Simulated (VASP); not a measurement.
Set up this calculation in VASP 6.6.1, as the native input.

| Quantity | Value |
| --- | --- |
| Task | electric field gradients |
| Functional | r2SCAN |
| Potentials or basis | VASP PAW PBE potentials, release 64 (Al, Cu) |
| Cutoff | 520 eV |
| k mesh | 11 × 11 × 11 |
| Occupations | fermi-dirac, width 0.05 eV |
| Spin | no spin polarisation |
| Dipole correction | no |
| Further INCAR settings | ALGO = Normal; EDIFF = 1e-08; NBANDS = 26 |

The system is AlCu3.

```
Al Cu
1.0
     0.00000    2.88801    2.88801
     2.88801    0.00000    2.88801
     2.88801    2.88801    0.00000
Al Cu
1 3
Direct
  0.00000 0.00000 0.00000
  0.50000 0.50000 0.50000
  0.25000 0.25000 0.25000
  0.75000 0.75000 0.75000
```

The cell comes from a database or a generator and needn't be the stable form of this composition.

These files were run (other wordings do the same):

POSCAR

```
AlCu3
1.0
    0.0000000000      2.8880109880      2.8880109880
    2.8880109880      0.0000000000      2.8880109880
    2.8880109880      2.8880109880      0.0000000000
Al Cu
1 3
Direct
    0.0000000000      0.0000000000      0.0000000000
    0.5000000000      0.5000000000      0.5000000000
    0.2500000000      0.2500000000      0.2500000000
    0.7500000000      0.7500000000      0.7500000000
```

INCAR.step1

```
PREC = Accurate
ENCUT = 520
ISMEAR = -1
SIGMA = 0.05
LREAL = False
LASPH = True
NELM = 100
NBANDS = 26
GGA = PE
ALGO = Normal
EDIFF = 1E-4
LWAVE = True
LCHARG = False
```

INCAR.step2

```
PREC = Accurate
ENCUT = 520
EDIFF = 1E-8
ISMEAR = -1
SIGMA = 0.05
LREAL = False
LASPH = True
NELM = 100
ALGO = Normal
ISIF = 2
LWAVE = False
LCHARG = False
METAGGA = R2SCAN
LMIXTAU = True
LEFG = True
NBANDS = 26
ISTART = 1
```

KPOINTS

```
regular mesh
0
Gamma
  11 11 11
```

Potentials or basis: VASP PAW PBE potentials, release 64 (Al, Cu).

Run with:

```sh
$ cat potpaw_PBE.64/Al/POTCAR potpaw_PBE.64/Cu/POTCAR > POTCAR
$ cp INCAR.step1 INCAR
$ mpirun -np 1 vasp_std > vasp.out
$ cp INCAR.step2 INCAR
$ mpirun -np 1 vasp_std > vasp.out
```

Results of the run:

| Item | Value |
| --- | --- |
| Pressure | 0.7 GPa |
| Band gap on the k mesh | none (metal or under the smearing width) |

Caveat: the PAW data sets were made with another functional, which shifts forces and pressure a little.

Wall time 11 min on 1 thread of AMD EPYC 7R43 64-Core Processor (Zen 3) (shared host), peak memory 0.17 GiB.
